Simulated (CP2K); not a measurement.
**Ga under changes of volume**

One of the cells (19.595 Å³/atom); the others are scaled copies at fixed shape and fractional positions:

```xyz
4
Lattice="4.4483 0.0000 0.0000 -2.1488 3.8949 0.0000 0.0000 0.0000 4.5240" Properties=species:S:1:pos:R:3 pbc="T T T"
Ga    0.1279    2.5507    1.8956
Ga   -1.1269    3.2915    4.1576
Ga    2.1716    1.3441    2.6284
Ga    3.4264    0.6033    0.3664
```

```yaml
Program: CP2K 2026.2
Functional: PBE
Potentials_or_basis: POTENTIAL_UZH Ga GTH-PBE-q13; TZVP-MOLOPT-PBE-GTH basis
Density_cutoff: 6123 eV
k_mesh: 7 × 7 × 6
Occupations: fermi-dirac, width 0.05 eV
Spin: no spin polarisation
```

| volume (Å³/atom) | energy over the lowest point (meV/atom) | pressure (GPa) | largest force (eV/Å) |
| --- | --- | --- | --- |
| 18.419 | ? | ? | ? |
| 18.811 | 27.23 | 5.2 | 0.162 |
| 19.203 | 16.23 | 3.8 | 0.166 |
| 19.595 | 8.43 | 2.6 | 0.169 |
| 19.987 | 3.38 | 1.6 | 0.170 |
| 20.379 | 0.70 | 0.7 | 0.169 |
| 20.771 | 0.00 | -0.1 | 0.168 |

Problem. What does the run at 18.419 Å³/atom give?

Solution. Energy over the lowest point 41.83 meV/atom; pressure 6.8 GPa; largest force 0.154 eV/Å.

Worked out: A Birch-Murnaghan fit of order 3 (a polynomial in V^(-2/3)) to the other rows has its minimum at 20.72 Å³/atom with B0 = V·E''(V) = 37 GPa (rough, since the energies scatter) at fixed shape and positions, which overstates the stiffness. It gives 41.98 meV/atom at 18.419 Å³/atom, against the run's 41.83, and -dE/dV = 6.9 GPa, against 6.8.

Energies are extrapolated to zero smearing.

Caveats: the basis of atomic orbitals isn't converged, which shifts pressures, moduli and gaps.
